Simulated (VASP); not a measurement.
Si, 1 atom in the cell. Symmetry: Fm-3m, No. 225, cubic system. The conventional cell has a = 3.836 Å, b = 3.836 Å, c = 3.836 Å, α = 90.00°, β = 90.00°, γ = 90.00°. Si (site symmetry m-3m) is surrounded by 12 Si at 2.71 Å. This isn't the form of Si at room conditions, which is diamond. The cell isn't the ideal one: a relaxed cell with its volume scaled by 0.98.

```yaml
Program: VASP 6.6.1
Task: relaxation of the atoms
Functional: PBE
Potentials_or_basis: VASP PAW PBE potentials, release 64 (Si)
Cutoff: 600 eV
k_mesh: 16 × 16 × 16
Occupations: methfessel-paxton, width 0.1 eV
Spin: no spin polarisation
Further_INCAR_settings: ALGO = Fast; EDIFF = 1e-07; IBRION = 2; EDIFFG = -0.01; NSW = 40
```

Potentials or basis: VASP PAW PBE potentials, release 64 (Si).

Launch:

```console
$ cat potpaw_PBE.64/Si/POTCAR > POTCAR
$ mpirun -np 1 vasp_std > vasp.out
```

Hardware: 1 thread of Intel(R) Xeon(R) 6975P-C (Granite Rapids), on a shared host.

Problem. How long does it take, and how much memory?

Solution. Wall time 6.3 s on 1 thread of Intel(R) Xeon(R) 6975P-C (Granite Rapids), on a shared host, peak memory 0.14 GiB. Counts: scf iterations 13, k points 145, ion steps 1.
